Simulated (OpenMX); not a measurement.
The system is Si2Mo.

```
Mo Si
1.0
    -1.60000    1.60000    3.93050
     1.60000   -1.60000    3.93050
     1.60000    1.60000   -3.93050
Mo Si
1 2
Direct
  0.00000 0.00000 0.00000
  0.66700 0.66700 0.00000
  0.33300 0.33300 0.00000
```

Base run:

* Program: OpenMX 3.8.5
* Functional: PBE
* Potentials or basis: OpenMX 2013 PBE set, Mo7.0-s3p2d2, Si7.0-s2p2d1, grid cutoff 400 Ry
* k mesh: 13 × 13 × 13
* Occupations: fermi-dirac, width 0.05 eV
* Spin: no spin polarisation

Its results: pressure 4.3 GPa; largest force 0.234 eV/Å.

Task: The run is repeated on the same cell with these changes: potentials or basis from OpenMX 2013 PBE set, Mo7.0-s3p2d2, Si7.0-s2p2d1, grid cutoff 400 Ry to OpenMX 2013 PBE set, Mo7.0-s3p2d2f1, Si7.0-s3p3d2, grid cutoff 400 Ry. What comes out?

Result: Pressure 3.3 GPa; largest force 0.269 eV/Å.

Caveats: the basis of atomic orbitals isn't converged, which shifts pressures, moduli and gaps.

Not every run made on this cell is shown here.
